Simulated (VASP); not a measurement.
# Sc on the Al site in AlN

Aim: the formation energy and local structure of Sc on the Al site in AlN. The start is a cell from a database of measured crystal structures.

Main program and level: VASP 6.6.1; PBEsol; plane waves and PAW (Al, N), in the first sound run; inputs show where later runs differ.

The database entry behind the starting cell differs from later determinations by our own check (inner coordinate u about 0.002 short), so it need not match the best structure at ambient conditions.

## Step 1: The host crystal

The structure is hexagonal, space group P6_3mc (No. 186). The conventional cell has a = 3.113 Å, b = 3.113 Å, c = 4.981 Å, α = 90.00°, β = 90.00°, γ = 120.00°. Al has 4 N at 1.89 Å nearest. Nearest to N lie 4 Al at 1.89 Å. Farther neighbours and most contacts between anions are not listed.

As a file:

```cif
data_structure
_symmetry_space_group_name_H-M 'P 1'
_symmetry_Int_Tables_number 1
_cell_length_a 3.1130
_cell_length_b 3.1130
_cell_length_c 4.9810
_cell_angle_alpha 90.000
_cell_angle_beta 90.000
_cell_angle_gamma 120.000
_cell_volume 41.80
loop_
_atom_site_label
_atom_site_type_symbol
_atom_site_fract_x
_atom_site_fract_y
_atom_site_fract_z
_atom_site_occupancy
Al1 Al 0.66667 0.33333 0.50000 1
Al2 Al 0.33333 0.66667 0.00000 1
N3 N 0.66667 0.33333 0.88000 1
N4 N 0.33333 0.66667 0.38000 1
```

## Step 2: The host at zero pressure

First cell and atoms are relaxed at a raised cutoff, so that later runs start from this functional's own cell.

File INCAR:

```
SYSTEM = AlN
PREC = Accurate
ENCUT = 520
EDIFF = 1E-06
NELM = 120
ISMEAR = 0
SIGMA = 0.05
LREAL = .FALSE.
ALGO = Normal
GGA = PS
NBANDS = 14
LORBIT = 11
LWAVE = .FALSE.
LCHARG = .FALSE.
KPAR = 8
IBRION = 2
NSW = 40
ISIF = 3
EDIFFG = -0.02
POTIM = 0.4
```

File POSCAR:

```
AlN
1.0
    3.1130000000      0.0000000000      0.0000000000
   -1.5565000000      2.6959370820      0.0000000000
    0.0000000000      0.0000000000      4.9810000000
Al N
2 2
Direct
    0.6666666667      0.3333333333      0.5000000000
    0.3333333333      0.6666666667      0.0000000000
    0.6666666667      0.3333333333      0.8800000000
    0.3333333333      0.6666666667      0.3800000000
```

File KPOINTS:

```
Automatic mesh
0
Gamma
7 7 4
0 0 0
```

The projector-augmented-wave data sets are Al and N (PBE family, release 64).

Command:

```
mpirun -np 8 vasp_std
```

What it wrote:

```text
[banner, memory and clock lines left out]
running    8 mpi-ranks, on    1 nodes
 distrk:  each k-point on    1 cores,    8 groups
 distr:  one band on    1 cores,    1 groups

 POSCAR found type information on POSCAR AlN
 POSCAR found :  2 types and       4 ions
|                                                                             |
|           W    W    AA    RRRRR   N    N  II  N    N   GGGG   !!!           |
|           W    W   A  A   R    R  NN   N  II  NN   N  G    G  !!!           |
|           W    W  A    A  R    R  N N  N  II  N N  N  G       !!!           |
|           W WW W  AAAAAA  RRRRR   N  N N  II  N  N N  G  GGG   !            |
|           WW  WW  A    A  R   R   N   NN  II  N   NN  G    G                |
|           W    W  A    A  R    R  N    N  II  N    N   GGGG   !!!           |
|                                                                             |
|     For optimal performance we recommend to set                             |
|       NCORE = 2 up to number-of-cores-per-socket                            |
|     NCORE specifies how many cores store one orbital (NPAR=cpu/NCORE).      |
|     This setting can greatly improve the performance of VASP for DFT.       |
|     The default, NCORE=1 might be grossly inefficient on modern             |
|     multi-core architectures or massively parallel machines. Do your        |
|     Unfortunately you need to use the default for GW and RPA                |
|     calculations (for HF NCORE is supported but not extensively tested      |
|     yet).                                                                   |
|                                                                             |

|                                                                             |
|               ----> ADVICE to this user running VASP <----                  |
|                                                                             |
|     You enforced a specific xc type in the INCAR file but a different       |
|     [... a line on the potential file left out ...]
|     I HOPE YOU KNOW WHAT YOU ARE DOING!                                     |
|                                                                             |

 LDA part: xc-table for (Slater+PW92), standard interpolation
 POSCAR, INCAR and KPOINTS ok, starting setup
 FFT: planning ... GRIDC
 FFT: planning ... GRID_SOFT
 FFT: planning ... GRID
 WAVECAR not read
 entering main loop
       N       E                     dE             d eps       ncg     rms          rms(c)
DAV:   1     0.432898974969E+02    0.43290E+02   -0.75504E+03   672   0.103E+03
DAV:   2    -0.318985510293E+02   -0.75188E+02   -0.68578E+02   934   0.200E+02
DAV:   3    -0.357357784706E+02   -0.38372E+01   -0.38213E+01   906   0.480E+01
DAV:   4    -0.357625352987E+02   -0.26757E-01   -0.26754E-01   744   0.464E+00
DAV:   5    -0.357628685404E+02   -0.33324E-03   -0.33321E-03   906   0.518E-01    0.117E+01
DAV:   6    -0.313591803651E+02    0.44037E+01   -0.11897E+01   828   0.255E+01    0.425E+00
DAV:   7    -0.313475680889E+02    0.11612E-01   -0.70003E-01   720   0.589E+00    0.288E+00
DAV:   8    -0.313161451637E+02    0.31423E-01   -0.83874E-02   792   0.263E+00    0.536E-01
DAV:   9    -0.313104105756E+02    0.57346E-02   -0.18672E-02   906   0.101E+00    0.248E-01
DAV:  10    -0.313108217526E+02   -0.41118E-03   -0.19919E-03   762   0.291E-01    0.158E-01
DAV:  11    -0.313107300528E+02    0.91700E-04   -0.19301E-04   852   0.105E-01    0.342E-02
DAV:  12    -0.313107287368E+02    0.13160E-05   -0.77932E-06   834   0.248E-02    0.557E-03
DAV:  13    -0.313107282241E+02    0.51268E-06   -0.34560E-06   852   0.140E-02
   1 F= -.31310728E+02 E0= -.31310728E+02  d E =-.313107E+02
 curvature:   0.00 expect dE= 0.000E+00 dE for cont linesearch  0.000E+00
 trial: gam= 0.00000 g(F)=  0.270E-02 g(S)=  0.108E-02 ort = 0.000E+00 (trialstep = 0.100E+01)
 search vector abs. value=  0.378E-02
 bond charge predicted
       N       E                     dE             d eps       ncg     rms          rms(c)
DAV:   1    -0.313125806603E+02   -0.18519E-02   -0.29666E-01   702   0.436E+00    0.210E-01
DAV:   2    -0.313120548831E+02    0.52578E-03   -0.53748E-03   852   0.582E-01    0.110E-01
DAV:   3    -0.313116471809E+02    0.40770E-03   -0.50003E-04   810   0.203E-01    0.339E-02
DAV:   4    -0.313116274093E+02    0.19772E-04   -0.13390E-04   858   0.892E-02    0.163E-02
DAV:   5    -0.313116260482E+02    0.13611E-05   -0.58004E-06   756   0.212E-02    0.602E-03
DAV:   6    -0.313116258022E+02    0.24605E-06   -0.81828E-07   474   0.711E-03
   2 F= -.31311626E+02 E0= -.31311626E+02  d E =-.897578E-03
[...]
3 F= -.31311956E+02 E0= -.31311956E+02  d E =-.122805E-02
 curvature:  -0.33 expect dE=-0.404E-04 dE for cont linesearch -0.704E-08
 trial: gam= 0.03454 g(F)=  0.324E-04 g(S)=  0.894E-04 ort =-0.896E-05 (trialstep = 0.931E+00)
 search vector abs. value=  0.126E-03
 bond charge predicted
       N       E                     dE             d eps       ncg     rms          rms(c)
DAV:   1    -0.313120704448E+02   -0.11408E-03   -0.50147E-03   672   0.586E-01    0.287E-02
DAV:   2    -0.313120540600E+02    0.16385E-04   -0.43750E-05   894   0.561E-02    0.161E-02
DAV:   3    -0.313120446914E+02    0.93686E-05   -0.11939E-05   846   0.261E-02    0.179E-03
DAV:   4    -0.313120446436E+02    0.47820E-07   -0.61440E-07   462   0.683E-03
   4 F= -.31312045E+02 E0= -.31312045E+02  d E =-.883701E-04
 trial-energy change:   -0.000088  1 .order   -0.000089   -0.000113   -0.000065
 step:   2.1705(harm=  2.1705)  dis= 0.00160  next Energy=   -31.312088 (dE=-0.132E-03)
 reached required accuracy - stopping structural energy minimisation
```

The job ended after 3.6 s (8 MPI ranks of Intel Xeon 6975P-C (Granite Rapids), shared host; peak memory 1.4 GiB).

Lines that name or quote the potential files are left out of all logs, and their timing lines are given in words.

OUTCAR, selected parts (step 2):

```text
ion  position               nearest neighbor table
   1  0.667  0.333  0.500-   3 1.89   4 1.89   4 1.89   4 1.89   2 3.07   2 3.07   2 3.07   2 3.07
                             2 3.07   2 3.07
   2  0.333  0.667  0.000-   4 1.89   3 1.89   3 1.89   3 1.89   1 3.07   1 3.07   1 3.07   1 3.07
                             1 3.07   1 3.07
   3  0.667  0.333  0.880-   1 1.89   2 1.89   2 1.89   2 1.89
   4  0.333  0.667  0.380-   2 1.89   1 1.89   1 1.89   1 1.89

  LATTYP: Found a hexagonal cell.
 ALAT       =     3.1130000000
 C/A-ratio  =     1.6000642467

 Subroutine GETGRP returns: Found 12 space group operations
 (whereof  6 operations were pure point group operations)

The static configuration has the point symmetry C_3v.
 The point group associated with its full space group is C_6v.

 Found     24 irreducible k-points:

   k-points           NKPTS =     24   k-points in BZ     NKDIM =     24   number of bands    NBANDS=     14

   dimension x,y,z NGX =    24 NGY =   24 NGZ =   40
   dimension x,y,z NGXF=    48 NGYF=   48 NGZF=   80

   ENCUT  =  520.0 eV  38.22 Ry    6.18 a.u.   5.79  5.79  9.26*2*pi/ulx,y,z

   NELECT =      16.0000    total number of electrons

 k-points in reciprocal lattice and weights: Automatic mesh
   0.00000000  0.00000000  0.00000000       0.005
   0.14285714  0.00000000  0.00000000       0.031
   0.28571429  0.00000000  0.00000000       0.031
   0.42857143  0.00000000  0.00000000       0.031
   0.14285714  0.14285714  0.00000000       0.031
   0.28571429  0.14285714  0.00000000       0.061
   0.42857143  0.14285714  0.00000000       0.031
   0.28571429  0.28571429  0.00000000       0.031
   0.00000000  0.00000000  0.25000000       0.010
[...]
0.42857143  0.14285714  0.50000000       0.031
   0.28571429  0.28571429  0.50000000       0.031

 average (electrostatic) potential at core
       1 -71.3914       2 -71.3914       3 -60.0221       4 -60.0221

 E-fermi :   6.3016

 k-point     1 :       0.0000    0.0000    0.0000
  band No.  band energies     occupation
    ...
      4       5.1799      2.00000
      5       5.1799      2.00000
      6       5.8305      2.00000
      7       5.8305      2.00000
      8       6.0406      2.00000
      9      10.1603      0.00000
     10      12.6075      0.00000
     11      16.5316      0.00000
     12      17.0810      0.00000
     13      17.0810      0.00000
    ...

 k-point     2 :       0.1429    0.0000    0.0000
  band No.  band energies     occupation
    ...
      4       4.0698      2.00000
      5       4.8028      2.00000
      6       4.8720      2.00000
      7       5.7770      2.00000
      8       5.9180      2.00000
      9      11.1846      0.00000
     10      13.4972      0.00000
     11      15.4468      0.00000
     12      15.8435      0.00000
     13      17.8053      0.00000
    ...

 k-point     3 :       0.2857    0.0000    0.0000
  band No.  band energies     occupation
    ...
      4       2.0815      2.00000
      5       3.1701      2.00000
      6       4.3391      2.00000
      7       5.4339      2.00000
      8       5.5670      2.00000
      9      12.2300      0.00000
     10      13.1412      0.00000
     11      13.8590      0.00000
     12      16.1963      0.00000
     13      17.4293      0.00000
    ...

  Total        0.0203106      0.0203106     -0.0469771      0.0000000     -0.0000000      0.0000000
  in kB        0.7776434      0.7776434     -1.7986418      0.0000000     -0.0000000      0.0000000
  external PRESSURE =      -0.0811183 kB  Pullay stress =       0.0000000 kB

  energy-cutoff  :      520.00
  volume of cell :       41.85
      direct lattice vectors                 reciprocal lattice vectors
     3.112485742  0.000000000  0.000000000     0.321286612  0.185494912  0.000000000
    -1.556242871  2.695491722 -0.000000000    -0.000000000  0.370989824  0.000000000
     0.000000000 -0.000000000  4.987774907    -0.000000000  0.000000000  0.200490202

 POSITION                                       TOTAL-FORCE (eV/Angst)
 -----------------------------------------------------------------------------------
      1.55624      0.89850      2.48985        -0.000000      0.000000     -0.008253
     -0.00000      1.79699      4.98373        -0.000000      0.000000     -0.008253
      1.55624      0.89850      4.39328         0.000000     -0.000000      0.008253
     -0.00000      1.79699      1.89940         0.000000     -0.000000      0.008253
 -----------------------------------------------------------------------------------
    total drift:                               -0.000000      0.000000      0.000314

  FREE ENERGIE OF THE ION-ELECTRON SYSTEM (eV)
  ---------------------------------------------------
  free  energy   TOTEN  =       -31.3120446436 eV

  energy  without entropy=      -31.3120446436  energy(sigma->0) =      -31.31204464

 reached required accuracy - stopping structural energy minimisation

 total charge
# of ion       s       p       d       tot
------------------------------------------
    1        0.369   0.441   0.000   0.810
    2        0.369   0.441   0.000   0.810
    3        1.217   2.626   0.000   3.843
    4        1.217   2.626   0.000   3.843
--------------------------------------------------
tot          3.172   6.136   0.000   9.307

[... 3 further parts left out ...]
```

The gap is read on the k-mesh alone, so it is an upper bound where the band edges lie off the mesh. The PAW data sets were made with PBE, which is usual practice but a small mismatch for other functionals. The run keeps the 12 symmetry operations of its start, so it cannot find a distortion of lower symmetry.

Step by step:

```csv
step,energy less that of the first step (eV),largest force (eV/Å),pressure (GPa),volume (Å³)
1,0.0000,0.1323,0.24,41.80
2,-0.0009,0.0448,-0.15,41.88
3,-0.0012,0.0145,-0.03,41.85
4,-0.0013,0.0083,-0.01,41.85
```

```csv
"conventional cell, symmetrised",before,after,change
a (Å),3.113,3.112,-0.0 %
b (Å),3.113,3.112,-0.0 %
c (Å),4.981,4.988,+0.1 %
volume (Å³/atom),10.45,10.46,+0.1 %
```

Final coordinates:

```
Al N
1.0
     3.11249    0.00000    0.00000
    -1.55624    2.69549    0.00000
     0.00000    0.00000    4.98777
Al N
2 2
Direct
  0.66667 0.33333 0.49919
  0.33333 0.66667 0.99919
  0.66667 0.33333 0.88081
  0.33333 0.66667 0.38081
```

A gap read on the k-mesh alone can miss the band edges.

This step gave:

```
electronic cycles                               : 28
electrons                                       : 16
free energy (TOTEN)                             : -31.31 eV
Fermi energy                                    : 6.302 eV
labelled metallic, from the levels on this mesh : no
gap on the k-mesh                               : 4.120 eV
least direct gap on the k-mesh                  : 4.120 eV
```

The run ended after 4 ionic steps, 0.001 eV below its first step, once forces and stress met EDIFFG = -0.02.

(Part 1 of 5 ends here.)

[Lines on the potential files, build, host, timing and source positions are cut from VASP's logs without a mark.]

[Logs are printed without paths, hosts, clocks, repeated set-up lines and the standing remarks that a program may print on its own settings, such as how far it seeks lower states.]

[Hosts, paths, dates, database ids (printed as entryN), source tags and the programs' standing remarks are cut or masked in the printed files.]

[In band tables of VASP the shares of atoms and orbitals are scaled to a sum of 1 inside the atoms' spheres.]

[Runs that stopped without an error message from VASP are left out.]
